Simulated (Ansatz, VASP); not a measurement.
**Pt in VASP and in Ansatz**

The input INCAR:

```
PREC     = Accurate       # precision mode
ENCUT    = 520            # plane-wave cutoff, eV
EDIFF    = 1E-6           # SCF threshold, eV
ISMEAR   = 0              # smearing method
SIGMA    = 0.05           # smearing width, eV
LREAL    = F              # projectors in reciprocal space
LASPH    = T              # aspherical terms in the spheres
NELM     = 100            # most SCF steps
ALGO     = Normal         # electronic algorithm
ISIF     = 2              # what is computed and relaxed
LWAVE    = F              # write WAVECAR
LCHARG   = F              # write CHGCAR
GGA      = PE             # functional
NBANDS   = 11             # bands
```

KPOINTS

```
regular mesh
0
Gamma
  8 8 8
```

POSCAR

```
Pt
1.0
   -1.5854895616      1.5854895616      1.5854895616
    1.5854895616     -1.5854895616      1.5854895616
    1.5854895616      1.5854895616     -1.5854895616
Pt
1
Direct
    0.0000000000      0.0000000000      0.0000000000
```

Input for Ansatz:

```yaml
crystal:
  lattice:
    - [-1.5854895616, 1.5854895616, 1.5854895616]
    - [1.5854895616, -1.5854895616, 1.5854895616]
    - [1.5854895616, 1.5854895616, -1.5854895616]
  atoms:
    - { symbol: Pt, position: [0.0, 0.0, 0.0] }
basis:
  ecutwfc: 600
  ecutrho_ratio: 5
kpoints:
  mp_grid: { grid: [8, 8, 8] }
hamiltonian:
  xc: pbe
scf:
  occupations: { method: gaussian, width: 0.05 }
output:
  forces: true
  stress: true
  eigenvalues: true
```

Alike in both runs: task single point; functional PBE; k mesh 8 × 8 × 8; occupations gaussian, width 0.05 eV; no spin polarisation.

|  | VASP | Ansatz |
| --- | --- | --- |
| version | VASP 6.6.1 | Ansatz 0.2.0 |
| potentials or method | VASP PAW PBE potentials, release 64 (Pt) | scalar-relativistic, plane waves, PAW |
| plane-wave cutoff (eV) | 520 | 600 |
| valence electrons in the cell | 10 | 18 |

VASP gave:

```
gap on the k mesh at the Fermi level (eV) : none
pressure (GPa)                            : -0.6
```

Q: What did Ansatz give for the same quantities?

A: gap on the k mesh at the Fermi level (eV): none; pressure (GPa): -0.2.

A gap of «none» marks a metal or a gap that the smearing closes. The functional is the same, so the differences come from potentials, cutoffs and numerics. The two sets of potentials don't hold the same shells in valence.

The runs have no spin-orbit coupling, so splittings on Pt are missing.
